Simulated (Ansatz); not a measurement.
# W: the cost of one run

Program: Ansatz 0.2.0. Level of theory: DFT PBE, scalar-relativistic, plane waves, PAW. These are calculated values, not measurements.

The COD cell was measured well above room temperature, so it is larger than a cold one.

1 further run of the same task is left out (set aside as unsound or not needed).

### Step 1. Starting point

It takes space group Im-3m (No. 229, cubic). Conventional cell: a = 3.184 Å, b = 3.184 Å, c = 3.184 Å, α = 90.00°, β = 90.00°, γ = 90.00°. W (site symmetry m-3m) has 8 W at 2.76 Å as nearest neighbours.

Coordinates:

```cif
data_structure
_symmetry_space_group_name_H-M 'P 1'
_symmetry_Int_Tables_number 1
_cell_length_a 2.7570
_cell_length_b 2.7570
_cell_length_c 2.7570
_cell_angle_alpha 109.471
_cell_angle_beta 109.471
_cell_angle_gamma 109.471
_cell_volume 16.13
loop_
_atom_site_label
_atom_site_type_symbol
_atom_site_fract_x
_atom_site_fract_y
_atom_site_fract_z
_atom_site_occupancy
W1 W 0.00000 0.00000 0.00000 1
```

It is the result of an earlier relaxation at this level (volume 16.13 Å³/atom; gap on the mesh: none (metal)).

### Step 2. The bulk in the cell of the plane

Input file input.yaml:

```yaml
crystal:
  lattice:
    - [2.7570426608, 0.0, 0.0]
    - [-0.9190142203, 2.5993647487, 0.0]
    - [0.9190142203, 1.2996823743, 2.251115906]
  atoms:
    - { symbol: W, position: [0.0, 0.0, 0.0] }
basis:
  ecutwfc: 420
kpoints:
  mp_grid: { grid: [13, 13, 15] }
hamiltonian:
  xc: pbe
scf:
  occupations: { method: gaussian, width: 0.1 }
output:
  forces: true
  stress: true
  eigenvalues: true
  write_density: true
  write_potential: true
  elf: true
  volumetric_format: npy
```

Started as:

```bash
ansatz run input.yaml --threads 1 --pin off --max-ram 2560MiB --backend cpu --events-out ev --progress --plain --runs-dir out
```

What time and memory should one allow on 1 thread of Intel Xeon 6975P-C (Granite Rapids), shared host?

About 4.4 s, with a peak of 0.43 GiB.
